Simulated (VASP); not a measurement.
# Re (P6_3/mmc) in VASP: notebook

One crystal, Re, is run at these levels: PBE+D3(BJ); tasks: relaxation of shape and atoms at fixed volume.

Everything below comes from runs of VASP 6.6.1. Logs are shortened: lines on timing, memory, paths and dates and some standing lists are left out, and cuts for length are marked.

### Step 1. The structure

Symmetry: P6_3/mmc, No. 194, hexagonal system. Conventional cell: a = 2.754 Å, b = 2.754 Å, c = 4.462 Å, α = 90.00°, β = 90.00°, γ = 120.00°. Re (site symmetry -6m2) is surrounded by 12 Re at 2.74 to 2.75 Å.

### Step 2. Relaxation of shape and atoms at fixed volume, PBE+D3(BJ) (a relaxed cell with its volume scaled by 0.96)

Input file INCAR:

```
ALGO = Normal
EDIFF = 1E-7
EDIFFG = -0.01
ENCUT = 600
GGA = PE
IBRION = 2
ISIF = 4
ISMEAR = 1
IVDW = 12
LASPH = True
LCHARG = False
LREAL = False
LWAVE = False
NELM = 80
NSW = 40
PREC = Accurate
SIGMA = 0.1
```

Input file KPOINTS:

```
k-points
0
Gamma
  15 15 8
```

Input file POSCAR:

```
Re                                      
1.0
    2.7165649629      0.0000000000      0.0000000000
   -1.3582824815      2.3526142690      0.0000000000
    0.0000000000      0.0000000000      4.4017901167
  Re            
     2
Direct
     0.3333333332999970    0.6666666667000030    0.2500000000000000
     0.6666666667000030    0.3333333332999970    0.7500000000000000
```

Potentials or basis: VASP PAW PBE potentials, release 64 (Re).

Started as:

```sh
$ cat potpaw_PBE.64/Re/POTCAR > POTCAR
$ mpirun -np 1 vasp_std > vasp.out
```

OUTCAR:

```text
EDIFF = 1E-7
   EDIFFG = -0.01
   ENCUT = 600
   GGA = PE
   IBRION = 2
   ISIF = 4
   ISMEAR = 1
   IVDW = 12
   LASPH = True
   LREAL = False
   NELM = 80
   NSW = 40
   PREC = Accurate
 IVDW          = 12

 ion  position               nearest neighbor table
   1  0.333  0.667  0.250-   2 2.70   2 2.70   2 2.70   2 2.70   2 2.70   2 2.70
   2  0.667  0.333  0.750-   1 2.70   1 2.70   1 2.70   1 2.70   1 2.70   1 2.70

  LATTYP: Found a hexagonal cell.
 ALAT       =     2.7165649629
 C/A-ratio  =     1.6203515016

  Lattice vectors:

 A1 = (   2.7165649629,   0.0000000000,   0.0000000000)
 A2 = (  -1.3582824815,   2.3526142690,   0.0000000000)
 A3 = (   0.0000000000,   0.0000000000,   4.4017901167)

Analysis of symmetry for initial positions (statically):
=====================================================================
 Subroutine PRICEL returns:
 Original cell was already a primitive cell.

 Routine SETGRP: Setting up the symmetry group for a
 hexagonal supercell.

 Subroutine GETGRP returns: Found 24 space group operations
 (whereof 12 operations were pure point group operations)
 out of a pool of 24 trial point group operations.

The static configuration has the point symmetry D_3d.
 The point group associated with its full space group is D_6h.

Analysis of symmetry for dynamics (positions and initial velocities):
=====================================================================
 Subroutine PRICEL returns:
 Original cell was already a primitive cell.

 Routine SETGRP: Setting up the symmetry group for a
 hexagonal supercell.

 Subroutine GETGRP returns: Found 24 space group operations
 (whereof 12 operations were pure point group operations)
 out of a pool of 24 trial point group operations.

The dynamic configuration has the point symmetry D_3d.
 The point group associated with its full space group is D_6h.

 Subroutine INISYM returns: Found 24 space group operations
 (whereof 12 operations are pure point group operations),
 and found     1 'primitive' translations

----------------------------------------------------------------------------------------

                                     Primitive cell

  volume of cell :      28.1320

  direct lattice vectors                    reciprocal lattice vectors
     2.716564963  0.000000000  0.000000000     0.368111941  0.212529528  0.000000000
    -1.358282482  2.352614269  0.000000000     0.000000000  0.425059056  0.000000000
     0.000000000  0.000000000  4.401790117     0.000000000  0.000000000  0.227180300

  length of vectors
     2.716564963  2.716564963  4.401790117     0.425059056  0.425059056  0.227180300

  position of ions in fractional coordinates (direct lattice)
     0.333333333  0.666666667  0.250000000
     0.666666667  0.333333333  0.750000000

  ion indices of the primitive-cell ions
   primitive index   ion index
                 1           1
                 2           2

----------------------------------------------------------------------------------------

 KPOINTS: k-points

Automatic generation of k-mesh.
 Grid dimensions read from file:
 generate k-points for:   15   15    8

 Generating k-lattice:

  Cartesian coordinates                     Fractional coordinates (reciprocal lattice)
     0.024540796  0.014168635  0.000000000     0.066666667  0.000000000  0.000000000
     0.000000000  0.028337270  0.000000000     0.000000000  0.066666667  0.000000000
     0.000000000  0.000000000  0.028397538     0.000000000  0.000000000  0.125000000

  Length of vectors
     0.028337270  0.028337270  0.028397538

  Shift w.r.t. Gamma in fractional coordinates (k-lattice)
     0.000000000  0.000000000  0.000000000

 Subroutine IBZKPT returns following result:
 ===========================================

 Found    135 irreducible k-points:

 Following reciprocal coordinates:
            Coordinates               Weight
  0.000000  0.000000  0.000000      1.000000
  0.066667  0.000000  0.000000      6.000000
  0.133333 -0.000000  0.000000      6.000000
  0.200000 -0.000000  0.000000      6.000000
  0.266667 -0.000000  0.000000      6.000000
  0.333333 -0.000000  0.000000      6.000000
[... 16 lines left out ...]
  0.333333  0.200000  0.000000     12.000000
  0.400000  0.200000  0.000000      6.000000
 [... further k-points ...]
   k-points           NKPTS =    135   k-points in BZ     NKDIM =    135   number of bands    NBANDS=     11
   number of dos      NEDOS =    301   number of ions     NIONS =      2
   total plane-waves  NPLWV =  20736
   dimension x,y,z NGX =    24 NGY =   24 NGZ =   36
   dimension x,y,z NGXF=    48 NGYF=   48 NGZF=   72
   ions per type =               2
   NGX,Y,Z   is equivalent  to a cutoff of  14.69, 14.69, 13.60 a.u.
   NGXF,Y,Z  is equivalent  to a cutoff of  29.37, 29.37, 27.19 a.u.
 SYSTEM =  unknown system
   PREC   = accura    normal or accurate (medium, high low for compatibility)
   ISTART =      0    job   : 0-new  1-cont  2-samecut
   ICHARG =      2    charge: 1-file 2-atom 10-const
   ISPIN  =      1    spin polarized calculation?
   LNONCOLLINEAR =      F non collinear calculations
   LSORBIT =      F    spin-orbit coupling
   LASPH  =      T    aspherical Exc in radial PAW
   ENCUT  =  600.0 eV  44.10 Ry    6.64 a.u.   5.43  5.43  8.79*2*pi/ulx,y,z
   NELM   =     80;   NELMIN=  2; NELMDL= -5     # of ELM steps
   EDIFF  = 0.1E-06   stopping-criterion for ELM
   LREAL  =      F    real-space projection
   EDIFFG = -.1E-01   stopping-criterion for IOM
   NSW    =     40    number of steps for IOM
   IBRION =      2    ionic relax: 0-MD 1-quasi-New 2-CG
   NFREE  =      1    steps in history (QN), initial steepest desc. (CG)
   ISIF   =      4    stress and relaxation
   ISYM   =      2    0-nonsym 1-usesym 2-fastsym
   POTIM  = 0.5000    time-step for ionic-motion
   TEBEG  =    0.0;   TEEND  =   0.0 temperature during run
   PSTRESS=    0.0 pullay stress
   NELECT =      14.0000    total number of electrons
   NUPDOWN=      -1.0000    fix difference up-down
   EMIN   =  10.00;   EMAX   =-10.00  energy-range for DOS
   EFERMI =   0.00;   METHOD = LEGACY
   ISMEAR =     1;   SIGMA  =   0.10  broadening in eV -4-tet -1-fermi 0-gaus
   EFERMI_NEDOS =   21; number of points for ismear=-14 and -15
   IALGO  =     38    algorithm
   IMIX   =      4    mixing-type and parameters
     AMIX     =   0.40;   BMIX     =  1.00
     AMIX_MAG =   1.60;   BMIX_MAG =  1.00
  volume/ion in A,a.u.               =      14.07        94.92
  Fermi-wavevector in a.u.,A,eV,Ry     =   1.297331  2.451600 22.899526  1.683068
  Thomas-Fermi vector in A             =   2.428730
   LORBIT       =      0    0 simple, 1 ext, 2 COOP (PROOUT), +10 PAW based schemes
   GGA     = PE    functional components
   LHFCALC =     F    Hartree Fock is set to
   AEXX    =    0.0000 exact exchange contribution
   IVDW    =    12    specifies the selected vdW correction
   LEPSILON=     F    determine dielectric tensor
   LRPA    =     F    only Hartree local field effects (RPA)
 conjugate gradient relaxation of ions
 non-spin polarized calculation
 Methfessel and Paxton  Order N= 1 SIGMA  =   0.10
  energy-cutoff  :      600.00
  volume of cell :       28.13
 maximum number of plane-waves:       966
 NGX is ok and might be reduce to    24
   NGX = 11   NGY = 11   NGZ = 17

 number of electron      14.0000001 magnetization

 Free energy of the ion-electron system (eV)
  ---------------------------------------------------
  ext. energy  EPLUGINS =         0.00000000
  ---------------------------------------------------
  free energy    TOTEN  =       -24.72439546 eV

  energy without entropy =      -24.72476100  energy(sigma->0) =      -24.72451730

 E-fermi :   8.4250     XC(G=0): -13.9813

 val. band max:        8.4227528066   @ k =   0.3333   0.1333   0.3750
 cond. band min:       8.4536489114   @ k =   0.1333   0.0667   0.0000
 fundamental gap:      0.0308961049
 Fermi energy:         8.4250050651

 k-point     1 :       0.0000    0.0000    0.0000
  band No.  band energies     occupation
      1      -1.7238      2.00000
      2       1.4869      2.00000
      3       6.7105      2.00000
      4       6.7558      2.00000
      5       6.7558      2.00000
      6       7.6453      2.00000
      7       7.6453      2.00000
      8       8.6723     -0.00262
      9       8.6723     -0.00262
     10       9.1357     -0.00000
     11      12.0282      0.00000

 k-point     2 :       0.0667    0.0000    0.0000
  band No.  band energies     occupation
      1      -1.5311      2.00000
      2       1.6690      2.00000
      3       6.2648      2.00000
      4       6.9340      2.00000
      5       7.1347      2.00000
      6       7.5065      2.00000
      7       7.8143      2.00000
      8       8.2331      2.02060
      9       8.5197     -0.03741
     10       8.7289     -0.00015
     11      12.1332      0.00000

 k-point     3 :       0.1333   -0.0000    0.0000
  band No.  band energies     occupation
      1      -0.9787      2.00000
      2       2.1607      2.00000
      3       5.7160      2.00000
      4       6.9829      2.00000
      5       7.0894      2.00000
      6       7.4597      2.00000
      7       7.6711      2.00000
      8       8.1396      2.00041
      9       8.3109      2.06853
     10       8.4148      1.17095
     11      12.3755      0.00000
[... 267 lines left out ...]
 k-point    23 :       0.3333    0.2000    0.0000
  band No.  band energies     occupation
      1       3.0169      2.00000
      2       3.3572      2.00000
      3       3.4834      2.00000
      4       5.3363      2.00000
      5       5.9811      2.00000
      6       6.8623      2.00000
      7       7.8762      2.00000
      8      10.9662      0.00000
      9      12.4154      0.00000
     10      12.4766      0.00000
     11      15.0275      0.00000

 k-point    24 :       0.4000    0.2000    0.0000
  band No.  band energies     occupation
      1       2.9059      2.00000
      2       3.3814      2.00000
      3       3.4527      2.00000
      4       5.6540      2.00000
      5       6.0485      2.00000
      6       6.6616      2.00000
      7       8.0889      2.00002
      8      11.6105      0.00000
      9      12.3876      0.00000
     10      12.3981      0.00000
     11      15.5161      0.00000

 [... further k-points ...]

------------------------ aborting loop because EDIFF is reached ----------------------------------------

 Edisp (eV)   -1.37279

 E8    (eV) :    -0.6915

  FORCE on cell =-STRESS in cart. coord.  units (eV):
  Direction    XX          YY          ZZ          XY          YZ          ZX
  --------------------------------------------------------------------------------------
  -------------------------------------------------------------------------------------
  Total       3.09401     3.09401     3.10535    -0.00000     0.00000     0.00000
  in kB     176.21056   176.21056   176.85644    -0.00000     0.00000     0.00000
  external pressure =      176.43 kB  Pullay stress =        0.00 kB

 VOLUME and BASIS-vectors are now :
 -----------------------------------------------------------------------------
  energy-cutoff  :      600.00
  volume of cell :       28.13
      direct lattice vectors                 reciprocal lattice vectors
     2.716564963  0.000000000  0.000000000     0.368111941  0.212529528  0.000000000
    -1.358282482  2.352614269  0.000000000     0.000000000  0.425059056  0.000000000
     0.000000000  0.000000000  4.401790117     0.000000000  0.000000000  0.227180300

 POSITION                                       TOTAL-FORCE (eV/Angst)
 -----------------------------------------------------------------------------------
     -0.00000      1.56841      1.10045        -0.000000      0.000000      0.000000
      1.35828      0.78420      3.30134         0.000000     -0.000000      0.000000
 -----------------------------------------------------------------------------------
    total drift:                                0.000000     -0.000000     -0.000000

  FREE ENERGIE OF THE ION-ELECTRON SYSTEM (eV)
  ---------------------------------------------------
  free  energy   TOTEN  =       -26.0971810024 eV

  energy  without entropy=      -26.0975465444  energy(sigma->0) =      -26.09730285

 reached required accuracy - stopping structural energy minimisation
```

Wall time 29 s (1 thread of Intel Xeon 6975P-C (Granite Rapids), shared host); peak memory 0.19 GiB.

What came out:

- Free energy: -26.0972 eV
- Pressure after relaxing: 17.6 GPa
- Band gap on the k mesh: none (metal or under the smearing width)
- Dispersion energy per atom: -0.686 eV

Final structure:
```cif
data_structure
_symmetry_space_group_name_H-M 'P 1'
_symmetry_Int_Tables_number 1
_cell_length_a 2.7166
_cell_length_b 2.7166
_cell_length_c 4.4018
_cell_angle_alpha 90.000
_cell_angle_beta 90.000
_cell_angle_gamma 120.000
_cell_volume 28.13
loop_
_atom_site_label
_atom_site_type_symbol
_atom_site_fract_x
_atom_site_fract_y
_atom_site_fract_z
_atom_site_occupancy
Re1 Re 0.33333 0.66667 0.25000 1
Re2 Re 0.66667 0.33333 0.75000 1
```

Caveat: the relaxation stopped at its first step, so nothing moved; pairwise dispersion overbinds metals, which lowers pressure and volume.

[end of part 1 of 2]
